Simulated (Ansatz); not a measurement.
Runs of Ansatz 0.2.0 on TiSe. The structure is hexagonal, space group P6_3/mmc (No. 194). Conventional cell: a = 3.559 Å, b = 3.559 Å, c = 6.220 Å, α = 90.00°, β = 90.00°, γ = 120.00°. Se (site symmetry -6m2) is surrounded by 6 Ti at 2.58 Å. Ti (site symmetry -3m) is surrounded by 6 Se at 2.58 Å. 

| task | level | spin | U | cell | cutoff (eV) | hubbard projectors | double counting | points for each segment of the path | gap on the mesh (eV) | pressure (GPa) | V0 of scaled cells (Å³/atom) | relaxed volume (Å³/atom) | B0 (GPa) |
| --- | --- | --- | --- | --- | --- | --- | --- | --- | --- | --- | --- | --- | --- |
| equation of state | r2SCAN | off | - | as given | 500 | - | - | - | - | - | 17.58 | - | 116 |
| relaxation of cell and atoms | PBEsol+U | off | Ti d U = 2 eV | relaxed | 420 | ortho-atomic (the default) | fll (the default) | - | none | 0.0 | - | 16.77 | - |
| equation of state | LDA | off | - | as given | 420 | - | - | - | - | - | 16.52 | - | (b) |
| band structure | LDA | off | - | as given | 420 | - | - | 14 | none | -4.0 | - | - | - |
| band structure | PBEsol | SOC, no magnetisation | - | as given | 420 | - | - | 14 | none | -0.6 | - | - | - |
| relaxation of cell and atoms | PBEsol+U | off | Ti d U = 1 eV | relaxed | 420 | ortho-atomic (the default) | fll (the default) | - | none | 0.0 | - | (a) | - |
| relaxation of cell and atoms | PBEsol+U | off | Ti d U = 5 eV | relaxed | 420 | ortho-atomic (the default) | fll (the default) | - | none | 0.0 | - | 17.47 | - |

Alike in all rows: potentials or basis Ansatz PAW; k mesh 9 × 9 × 5; smearing fermi-dirac 0.05 eV.

Problem. Estimate the missing entries.

Solution. (a) 16.62; (b) 133.

Caveats: the PAW data sets come from PBE, with cores solved anew for the run's functional, which leaves a small shift of forces and pressure (some runs); the plane-wave basis is chosen anew once the cell has moved, so the energies of steps on either side of that aren't comparable (some runs); U without spin polarisation on a metal has little footing (some runs); the cell was scaled at fixed shape and fractional positions, which overstates the stiffness of a crystal with free parameters, most of all of layers and chains (some runs); the PAW data sets were made with another functional, which shifts forces and pressure a little (some runs).

A k mesh can miss the band edges, and rows without SOC leave out spin-orbit coupling on Se.

A gap of «none» marks a metal or a gap under the smearing width.
